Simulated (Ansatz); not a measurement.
Two G0W0 runs on CdS (Greenockite).

```xyz
4
Lattice="4.1370 0.0000 0.0000 -2.0685 3.5827 0.0000 0.0000 0.0000 6.7144" Properties=species:S:1:pos:R:3 pbc="T T T"
Cd    2.0685    1.1942    0.0000
Cd    0.0000    2.3885    3.3572
S     2.0685    1.1942    2.5179
S     0.0000    2.3885    5.8751
```

The cell and positions come from the Crystallography Open Database and are kept as given unless a step says otherwise. PAW set soft_2, made with PBE.

The first (Ansatz 0.2.0; start PBE, 6×6×2 mesh, 639 empty bands, screening to 200 eV; 1 × NVIDIA H100 80GB HBM3 (shared by 6 runs) with 3 threads of AMD EPYC 7R13 (Zen 3), shared host) gave, on its mesh: starting gap 1.22 eV, G0W0 gap 2.02 eV, RPA ε∞ (mean) 7.03, 48 s.

Question: The second changes empty bands from 639 to 105 and screening cutoff (eV) from 200.0 to 60. What does it give?

It gave: starting gap 1.22 eV, G0W0 gap 1.90 eV, RPA ε∞ (mean) 7.07, 12 s. The G0W0 gap moves by −0.12 eV, +0.00 eV from the start and −0.12 eV from the correction. Σc changes by +0.49 eV at the valence top and +0.37 eV at the conduction bottom, and Σx − Vxc between them by +0.00 eV.

Limits: not at the basis limit; no spin-orbit coupling; coarse k mesh.

[Paths, hosts, dates, memory and timing lines, banners, echoed tables and standing remarks are left out of the program output.]

[Logs are printed without paths, hosts, clocks, repeated set-up lines and the standing remarks that a program may print on its own settings, such as how far it seeks lower states.]

[Runs of the session that timed out or met a known fault of the program may be left out.]

[Cells called generated may have been cut or substituted from an entry of the Crystallography Open Database or the Materials Project.]

[Hosts, paths, dates, database ids (printed as entryN), source tags and the programs' standing remarks are cut or masked in the printed files.]
